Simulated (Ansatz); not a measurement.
Density of states of MoS2 (R3m, a = 3.153 Å, b = 3.153 Å, c = 17.989 Å, α = 90.00°, β = 90.00°, γ = 120.00°), in states per eV and primitive cell, averaged over bins of 0.5 eV. All numbers below come from DFT PBE+D3(BJ), scalar-relativistic, plane waves, PAW (Ansatz).

Settings: cutoff 420 eV, Γ-centred mesh 12×12×12 on the computed 3-atom cell, Gaussian smearing of 0.02 eV; no spin polarisation.

The cell is relaxed at this level. The states (both spins) are summed by tetrahedra on a 18×18×18 mesh at the self-consistent density. Energies are bin centres; the table starts no lower than −8 eV and ends at 6 eV, or lower where the solved bands end.

The gap is 0.78 eV at this level, with the zero inside it.

```
E − E_F (eV) total S 3p Mo 4d S 3s Mo 5s
       -7.30   0.33  0.22   0.08  0.01   0.01
       -6.80   2.42  1.54   0.72  0.04   0.08
       -6.30   2.54  1.63   0.76  0.06   0.06
       -5.80   1.13  0.75   0.31  0.03   0.01
       -5.30   2.65  1.63   0.73  0.16   0.07
       -4.80   2.38  1.41   0.70  0.15   0.07
       -4.30   3.39  2.05   1.19  0.08   0.02
       -3.80   1.68  0.92   0.69  0.02   0.01
       -3.30   2.93  1.85   0.93  0.07   0.01
       -2.80   2.81  2.02   0.64  0.07   0.01
       -2.30   1.82  1.26   0.48  0.03   0.01
       -1.80   2.83  1.00   1.69  0.05   0.03
       -1.30   0.90  0.32   0.54  0.02   0.00
       -0.80   0.16  0.07   0.08  0.01   0.00
       -0.30   0.01  0.01   0.01  0.00   0.00
        0.20   0.02  0.01   0.01  0.00   0.00
        0.70   1.51  0.45   0.96  0.03   0.02
        1.20   3.86  1.16   2.50  0.06   0.04
        1.70   4.04  1.46   2.29  0.09   0.04
        2.20   2.33  0.93   1.17  0.07   0.01
        2.70   1.45  0.65   0.67  0.05   0.00
        3.20   2.11  0.95   0.95  0.10   0.01
        3.70   0.67  0.24   0.34  0.06   0.00
        4.20   0.00  0.00   0.00  0.00   0.00
        4.70   0.04  0.00   0.00  0.00   0.01
        5.20   0.45  0.03   0.02  0.02   0.15
        5.70   0.93  0.06   0.03  0.04   0.24
```

The columns after the total are the main Löwdin projections on the occupied valence shells of the potentials; 1 other is left out. The rest of the total lies in those, in shells that are empty in the free atom, which aren't projected, and between the atoms.

A ferromagnetic start lost its moments in a first run, so spin was left out; other magnetic orders weren't tried.

Cost: 1 run of about 1.4 core-minutes, on Arm Neoverse V2 (shared hosts).